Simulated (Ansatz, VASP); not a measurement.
## Two plane-wave programs on KCl

Contents of INCAR:

```
SYSTEM = KCl
PREC = Accurate
ENCUT = 520
EDIFF = 1E-7
ISMEAR = -1
SIGMA = 0.05
LREAL = .False.
LASPH = .True.
NELM = 100
ALGO = Normal
ISIF = 2
LWAVE = .False.
LCHARG = .False.
GGA = PS
NBANDS = 15
```

File KPOINTS:

```
Automatic mesh
0
Gamma
  7 7 7
  0 0 0
```

The input POSCAR:

```
KCl
1.0
    3.7873086124      0.0000000000      0.0000000000
    0.0000000000      3.7873086124      0.0000000000
    0.0000000000      0.0000000000      3.7873086124
K Cl
1 1
Direct
    0.0000000000      0.0000000000      0.0000000000
    0.5000000000      0.5000000000      0.5000000000
```

File input.yaml:

```yaml
crystal:
  lattice:
    - [3.7873086124, 0.0, 0.0]
    - [0.0, 3.7873086124, 0.0]
    - [0.0, 0.0, 3.7873086124]
  atoms:
    - { symbol: K, position: [0.0, 0.0, 0.0] }
    - { symbol: Cl, position: [0.5, 0.5, 0.5] }
hamiltonian:
  xc: pbesol
  pseudopotentials: { kind: paw }
kpoints:
  mp_grid: { grid: [7, 7, 7] }
scf:
  occupations: { method: fermi_dirac, width: 0.05 }
output:
  forces: true
  stress: true
  eigenvalues: true
```

Change from the starting cell: volume scaled by 0.96.

Alike in both runs: task single point; functional PBEsol; k mesh 7 × 7 × 7; occupations fermi-dirac, width 0.05 eV; no spin polarisation.

|  | VASP | Ansatz |
| --- | --- | --- |
| version | VASP 6.6.1 | Ansatz 0.2.0 |
| potentials or method | VASP PAW PBE potentials, release 64 (K_sv, Cl) | Ansatz PAW |
| plane-wave cutoff (eV) | 520 | 420 |
| valence electrons in the cell | 16 | 16 |

```tsv
	VASP	Ansatz	Ansatz less VASP
gap on the k mesh at the Fermi level (eV)	4.81	4.81	+0.004
least direct gap on the mesh (eV)	5.00	5.00	+0.003
pressure (GPa)	-0.7	-0.8	-0.03
```

Caveats: the PAW data sets were made with another functional, which shifts forces and pressure a little (VASP); an odd mesh through Γ misses points on the zone boundary, where band edges often lie (VASP); odd divisions of the mesh miss points on the zone boundary, where band edges often lie, so the gap on the mesh can be too wide (Ansatz); the PAW data sets come from PBE, with cores solved anew for the run's functional, which leaves a small shift of forces and pressure (Ansatz).
